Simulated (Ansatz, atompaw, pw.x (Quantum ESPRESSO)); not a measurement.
## tantalum (sc): variants of one PAW (atompaw) potential in the solid

* Element: tantalum
* Generator: atompaw 4.2.0.5
* Type: PAW
* Functional: PBE
* Relativity: scalar-relativistic
* Frozen core: [Kr] 4d10 4f14
* Valence charge: 13
* Reference configuration: 5s2 5p6 5d3.5 6s1.5 6p0
* Partial waves: 5s (bound): rc 1.50 bohr; 6s (bound): rc 3.00 bohr; 5p (bound): rc 2.00 bohr; 6p (bound, empty): rc 3.00 bohr; 5d (bound): rc 3.00 bohr; 5d channel at 4.55 Ry: rc 3.00 bohr
* Local potential: troulliermartins scheme with l = 3 at 0 Ry, radius 2.55 bohr
* Core correction: smooth core density matched at 2.60 bohr
* Augmentation charge: gaussian compensation charge, radius 2.85 bohr; PAW radius 3.00 bohr; waves and projectors: custom polynom gramschmidtortho

Crystal test: sc Ta in pw.x 7.5, no spin, 12³ k-points, Fermi–Dirac smearing 0.01 Ry, cutoffs set for each file from its atomic test. The reference is all-electron LAPW (Ansatz 0.2.0) with the same functional, mesh and smearing; V0 and B0 come from Birch–Murnaghan fits to the pressures at five volumes. Errors are pseudo minus all-electron; Δ is the rms difference of the E(V) curves that follow from these fits, minima aligned, over ±6 % about the mean V0. Mesh and smearing are coarse, so the numbers serve the comparison and aren't converged zero-temperature values; the lattice is a test structure that the element need not adopt.

All-electron: a0 = 2.742 Å (V0 = 20.63 Å³/atom), B0 = 143.1 GPa.

Base: The largest radius (3.00 bohr) exceeds half the bond length (2.58 bohr), so the spheres overlap, which is one possible source of error among others.

2 further variants are left out: they gave no file fit for a test, a broken result, the same result as the base, or pressures whose basis-set error rivals the error shown.

```tsv
change	cutoffs (Ry)	pw.x	a0 (Å)	a0 error (%)	B0 error (%)	Δ (meV/atom)	mean pressure error (GPa)
base	45/450	converged	2.737	-0.20	+1.3	3.8	-0.85
wave 6p (bound): rc 3.00 bohr becomes 6p (bound): rc 2.30 bohr	45/450	converged	2.743	+0.03	+2.5	0.7	+0.17
wave 6p (bound): rc 3.00 bohr becomes 6p (bound): rc 2.64 bohr	45/450	converged	2.741	-0.06	+2.4	1.1	-0.22
```

Task: Give the row for: wave 6p (bound): rc 3.00 bohr becomes 6p (bound): rc 2.94 bohr.

Result: pw.x: converged; mean pressure error (GPa): -0.75; a0 (Å): 2.738; a0 error (%): -0.18; B0 error (%): +1.7; Δ (meV/atom): 3.4.
